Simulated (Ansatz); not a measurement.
BaTe (rocksalt), relaxed with r2SCAN in the plane-wave code Ansatz. It is cubic, Fm-3m (No. 225); conventional cell a = 7.065 Å, 44.08 Å³ an atom. Ba is surrounded by 6 Te at 3.53 Å; Te is surrounded by 6 Ba at 3.53 Å.

The axes x, y and z are those of this cell:
```
CELL_PARAMETERS angstrom
0.00000 3.53239 3.53239
3.53239 0.00000 3.53239
3.53239 3.53239 0.00000
ATOMIC_POSITIONS crystal
Ba 0.00000 0.00000 0.00000
Te 0.50000 0.50000 0.50000
```

Unstrained: With PBE the valence top lies at Γ and the conduction bottom at X, 1.655 eV higher; the smallest vertical gap, at X, is 2.009 eV. With r2SCAN the valence top lies at Γ and the conduction bottom at X, 2.004 eV higher; the smallest vertical gap, at X, is 2.365 eV. With HSE06 the valence top lies at Γ and the conduction bottom at X, 2.347 eV higher; the smallest vertical gap, at X, is 2.752 eV. Meshes: PBE 6×6×6, r2SCAN 6×6×6, HSE06 4×4×4. Strains are changes of length per length. After each strain the atoms were relaxed again with r2SCAN within the symmetry that the strain leaves, so tilts or polar shifts that break it weren't tested; points keep the names that they have in the unstrained zone. Calculated for a static, non-magnetic cell.

Q: One strain changed the r2SCAN stress by xx -2.08, yy -2.08, zz -0.58 GPa (compression positive) and the gap by +0.069 eV (PBE), +0.061 eV (r2SCAN), +0.079 eV (HSE06). Which kind of strain was it, and roughly how large?

A: Biaxial +3.13 % in x and y, z held. The pattern of the stress gives the kind; the size needs the stiffness, so it is an estimate.

Q: Estimate what uniaxial -2.6 % along z, other directions held does to the gap.

A: PBE: the gap goes from 1.655 to 1.557 eV (-0.098 eV); with r2SCAN the top three valence levels at Γ, degenerate before, become 1+2 from the top over 70 meV. r2SCAN: the gap goes from 2.004 to 1.900 eV (-0.104 eV). HSE06: the gap goes from 2.347 to 2.248 eV (-0.099 eV). The r2SCAN energy rises by 7.4 meV an atom.

Q: One strain changed the r2SCAN stress by xx +1.05, yy +1.05, zz +1.05, xy -0.51, xz -0.51, yz -0.51 GPa (compression positive) and the gap by -0.149 eV (PBE), -0.152 eV (r2SCAN), -0.160 eV (HSE06). Which kind of strain was it, and roughly how large?

A: Epitaxial -3.04 % in the plane normal to [111], free normal strain +2.85 %. The pattern of the stress gives the kind; the size needs the stiffness, so it is an estimate.

No spin-orbit coupling is included; it can move band edges with weight on the heavy atoms by tenths of an eV.

The meshes of the hybrids are coarse, so their gaps aren't converged to the digits shown.

The splittings at Γ are without spin-orbit coupling, which regroups them where it is of like size or larger.
